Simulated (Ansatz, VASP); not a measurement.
**SrO: VASP beside Ansatz**

File INCAR:

```
SYSTEM = SrO
PREC = Accurate
ENCUT = 520
EDIFF = 1E-7
ISMEAR = -1
SIGMA = 0.02
LREAL = .FALSE.
LASPH = .TRUE.
NELM = 100
ALGO = Normal
ISIF = 2
LWAVE = .FALSE.
LCHARG = .FALSE.
GGA = PE
NBANDS = 24
```

KPOINTS

```
regular mesh
0
G
  12 12 6
  0 0 0
```

Contents of POSCAR:

```
SrO
1.0
    4.2700192582      0.0000000000      0.0000000000
   -2.1350096291      3.6979451522      0.0000000000
    0.0000000000      0.0000000000      4.9525830079
Sr O
2 2
Direct
    0.3333333333      0.6666666667      0.9375000000
    0.6666666667      0.3333333333      0.4375000000
    0.3333333333      0.6666666667      0.4375000000
    0.6666666667      0.3333333333      0.9375000000
```

Input for Ansatz:

```yaml
crystal:
  lattice:
    - [4.2700192582, 0.0, 0.0]
    - [-2.1350096291, 3.6979451522, 0.0]
    - [0.0, 0.0, 4.9525830079]
  atoms:
    - { symbol: Sr, position: [0.3333333333, 0.6666666667, 0.9375] }
    - { symbol: Sr, position: [0.6666666667, 0.3333333333, 0.4375] }
    - { symbol: O, position: [0.3333333333, 0.6666666667, 0.4375] }
    - { symbol: O, position: [0.6666666667, 0.3333333333, 0.9375] }
kpoints:
  mp_grid: { grid: [12, 12, 6] }
  band_path:
    path:
      - [0.0, 0.0, 0.0]
      - [0.5, 0.0, 0.0]
      - [0.3333333333, 0.3333333333, 0.0]
      - [0.0, 0.0, 0.5]
      - [0.5, 0.0, 0.5]
      - [0.3333333333, 0.3333333333, 0.5]
    npoints: 1
hamiltonian:
  xc: pbe
scf:
  occupations: { method: fermi_dirac, width: 0.02 }
  n_extra_bands: 5
output:
  forces: true
  stress: true
  eigenvalues: true
  write_density: true
  write_potential: true
  elf: true
  volumetric_format: npy
```

Change from the starting cell: uniaxial_z strain -3.7%.

Alike in both runs: task single point; functional PBE; k mesh 12 × 12 × 6; occupations fermi-dirac, width 0.02 eV; no spin polarisation.

|  | VASP | Ansatz |
| --- | --- | --- |
| version | VASP 6.6.1 | Ansatz 0.2.0 |
| potentials or method | VASP PAW PBE potentials, release 64 (Sr_sv, O) | plane waves, PAW |
| plane-wave cutoff (eV) | 520 | 420 |
| valence electrons in the cell | 32 | 32 |

Ansatz gave:

* gap on the k mesh at the Fermi level (eV): 2.62
* pressure (GPa): 4.8
* largest component of the traceless stress (GPa): 4.09

Question: What did VASP give for the same quantities?

Answer: gap on the k mesh at the Fermi level (eV): 2.59; pressure (GPa): 5.4; largest component of the traceless stress (GPa): 4.31.

A k mesh can miss the band edges.
